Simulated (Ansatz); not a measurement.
# Equation of state of BaO

Space group Fm-3m (No. 225). a = 5.500 Å, b = 5.500 Å, c = 5.500 Å, α = 90.00°, β = 90.00°, γ = 90.00°
```tsv
atom	site	symmetry	x	y	z
Ba	4a	m-3m	0.0000	0.0000	0.0000
O	4b	m-3m	0.5000	0.0000	0.0000
```

The runs use the primitive cell with vectors (0.000, 2.750, 2.750), (2.750, 0.000, 2.750), (2.750, 2.750, 0.000) Å, to which the k mesh refers.

The geometry is COD entry 5910030, unchecked; take it as a test cell. It differs from other determinations.

Spin–orbit coupling is left out, though it moves levels of the heavy atoms by tenths of an eV or more.

Methods: DFT, LDA, all-electron LAPW, scalar-relativistic (Ansatz 0.2.0); DFT, LDA, PAW with Ansatz's default frozen-core files, scalar-relativistic (Ansatz 0.2.0).

For LAPW: a Γ-centred 8×8×8 k mesh, Fermi–Dirac smearing of 0.02 eV, basis error target 0.5 meV/atom, no spin polarisation. PAW takes a cutoff of 420 eV at this cell (files made with PBE, cores remade for this functional). The Ansatz runs share mesh, smearing and spin set-up. Plane-wave (PAW) pressures include the program's estimate of the Pulay term.

The cell above is scaled evenly, with fractional coordinates and shape held.

**Question.** Estimate the equilibrium volume and bulk modulus that full-potential LAPW gives for this fixed shape.

**Answer.** V0 = 20.06 Å³/atom, B0 = 86 GPa, B0′ = 4.6, from a third-order Birch–Murnaghan fit to these pressures:
```json
{"V/V(cell)": "0.9400", "V (Å³/atom)": "19.549", "P, LAPW (GPa)": "2.35", "P, PAW (GPa)": "2.33", "gap on the k mesh, LAPW (eV)": "1.57"}
{"V/V(cell)": "0.9405", "V (Å³/atom)": "19.559", "P, LAPW (GPa)": "2.30", "P, PAW (GPa)": "2.28", "gap on the k mesh, LAPW (eV)": "1.58"}
{"V/V(cell)": "0.9600", "V (Å³/atom)": "19.965", "P, LAPW (GPa)": "0.41", "P, PAW (GPa)": "0.39", "gap on the k mesh, LAPW (eV)": "1.66"}
{"V/V(cell)": "0.9700", "V (Å³/atom)": "20.173", "P, LAPW (GPa)": "-0.48", "P, PAW (GPa)": "-0.49", "gap on the k mesh, LAPW (eV)": "1.71"}
{"V/V(cell)": "0.9800", "V (Å³/atom)": "20.381", "P, LAPW (GPa)": "-1.31", "P, PAW (GPa)": "-1.33", "gap on the k mesh, LAPW (eV)": "1.75"}
{"V/V(cell)": "0.9900", "V (Å³/atom)": "20.589", "P, LAPW (GPa)": "-2.11", "P, PAW (GPa)": "-2.12", "gap on the k mesh, LAPW (eV)": "1.79"}
{"V/V(cell)": "1.0000", "V (Å³/atom)": "20.797", "P, LAPW (GPa)": "-2.85", "P, PAW (GPa)": "-2.87", "gap on the k mesh, LAPW (eV)": "1.83"}
{"V/V(cell)": "1.0100", "V (Å³/atom)": "21.005", "P, LAPW (GPa)": "-3.56", "P, PAW (GPa)": "-3.57", "gap on the k mesh, LAPW (eV)": "1.86"}
{"V/V(cell)": "1.0200", "V (Å³/atom)": "21.213", "P, LAPW (GPa)": "-4.22", "P, PAW (GPa)": "-4.24", "gap on the k mesh, LAPW (eV)": "1.90"}
{"V/V(cell)": "1.0300", "V (Å³/atom)": "21.421", "P, LAPW (GPa)": "-4.85", "P, PAW (GPa)": "-4.86", "gap on the k mesh, LAPW (eV)": "1.93"}
{"V/V(cell)": "1.0400", "V (Å³/atom)": "21.629", "P, LAPW (GPa)": "-5.44", "P, PAW (GPa)": "-5.45", "gap on the k mesh, LAPW (eV)": "1.96"}
{"V/V(cell)": "1.0600", "V (Å³/atom)": "22.045", "P, LAPW (GPa)": "-6.52", "P, PAW (GPa)": "-6.53", "gap on the k mesh, LAPW (eV)": "2.03"}
```

PAW's V0 lies -0.02 % from the all-electron value and its B0 0.0 %. Symmetry fixes shape and coordinates here, so this is the relaxed modulus.
